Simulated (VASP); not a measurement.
A run of VASP 6.6.1:

The input run.py:

```python
from ase.calculators.vasp import Vasp
from ase.io import read
from ase.optimize import LBFGS

atoms = read('POSCAR')
atoms.set_initial_magnetic_moments([3.0, -3.0])
calc = Vasp(
    directory='calc',
    xc='rpbe',
    pp='PBE',
    setups='recommended',
    prec='Accurate',
    encut=520,
    ediff=1e-06,
    ismear=1,
    sigma=0.2,
    lreal=False,
    lasph=True,
    nelm=150,
    algo='Fast',
    isif=2,
    lwave=False,
    lcharg=False,
    ispin=2,
    lorbit=11,
    nupdown=1,
    lmaxmix=6,
    kpts=[7, 7, 7],
    gamma=True,
)
atoms.calc = calc
opt = LBFGS(atoms, trajectory='relax.traj')
converged = opt.run(fmax=0.01, steps=40)
print('converged:', converged)

print('energy (eV):', atoms.get_potential_energy())
print('free energy (eV):', atoms.get_potential_energy(force_consistent=True))
print('forces (eV/A):')
print(atoms.get_forces())
print('stress (eV/A^3, Voigt):', atoms.get_stress())
print('Fermi level (eV):', calc.get_fermi_level())
print('moment (muB):', atoms.get_magnetic_moment())
print('site moments (muB):', atoms.get_magnetic_moments())
print('cell (A, degrees):', atoms.cell.cellpar())
print('volume (A^3):', atoms.get_volume())
print('scaled positions:')
print(atoms.get_scaled_positions())
```

POSCAR

```
Er
1.0
    3.9519050000     -0.0249420000     -0.0460610000
   -0.0249420000      3.9402840000      0.0695410000
   -0.0460610000      0.0695400000      3.9774360000
Er
2
Direct
    0.9928725000      0.9973305000      0.9949715000
    0.4928725000      0.4973305000      0.4949715000
```

Potentials or basis: VASP PAW PBE potentials, release 64 (Er_3), 4f in core.

Run with:

```console
$ python run.py
```

Hardware: 1 thread of AMD EPYC 9R45 (Zen 5), on a shared host.

Q: Estimate the wall time of this run.

A: Wall time 4.5 min on 1 thread of AMD EPYC 9R45 (Zen 5) (shared host), peak memory 0.3 GiB. Counts: scf iterations 22, k points 172, ion steps 1.
